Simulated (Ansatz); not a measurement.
Crystal: PbS.

```
CELL_PARAMETERS angstrom
3.65366 0.00000 0.00000
0.00000 3.65366 0.00000
0.00000 0.00000 3.65366
ATOMIC_POSITIONS crystal
Pb 0.00000 0.00000 0.00000
S 0.50000 0.50000 0.50000
```

Measurements of this composition are mostly on another form, of space group No. 225.

| Property | Result |
| --- | --- |
| Program | Ansatz 0.2.0 |
| Task | relaxation of cell and atoms |
| Functional | HSEsol |
| Potentials or basis | Ansatz PAW |
| Cutoff | 420 eV (not typed: the program's choice for these potentials) |
| k mesh | 4 × 4 × 4 |
| Occupations | fermi-dirac, width 0.05 eV |
| Spin | no spin polarisation |

At the start: volume 24.39 Å³/atom.

Question: Where does the relaxation end?

Answer: It ends after 5 steps and the volume is 22.61 Å³/atom (-7.3 %); space group Pm-3m (No. 221, to 0.05 Å).

The path:
| step | energy change (eV) | largest force (eV/Å) | volume (Å³) |
| --- | --- | --- | --- |
| 1 | 0.0000 | 0.0000 | 48.77 |
| 2 | -0.0471 | 0.0000 | 43.99 |
| 3 | -0.0546 | 0.0000 | 45.43 |
| 4 | -0.0548 | 0.0000 | 45.22 |
| 5 | -0.0544 | 0.0000 | 45.22 |

Final structure:
```cif
data_structure
_symmetry_space_group_name_H-M 'P 1'
_symmetry_Int_Tables_number 1
_cell_length_a 3.5626
_cell_length_b 3.5626
_cell_length_c 3.5626
_cell_angle_alpha 90.000
_cell_angle_beta 90.000
_cell_angle_gamma 90.000
_cell_volume 45.22
loop_
_atom_site_label
_atom_site_type_symbol
_atom_site_fract_x
_atom_site_fract_y
_atom_site_fract_z
_atom_site_occupancy
Pb1 Pb 0.00000 0.00000 0.00000 1
S1 S 0.50000 0.50000 0.50000 1
```

Caveat: the k mesh is coarse (spacing up to 0.43 Å⁻¹), so the values aren't converged, least of all with exact exchange; the plane-wave basis is chosen anew once the cell has moved, so the energies of steps on either side of that aren't comparable; the PAW data sets come from PBE, with cores solved anew for the run's functional, which leaves a small shift of forces and pressure.
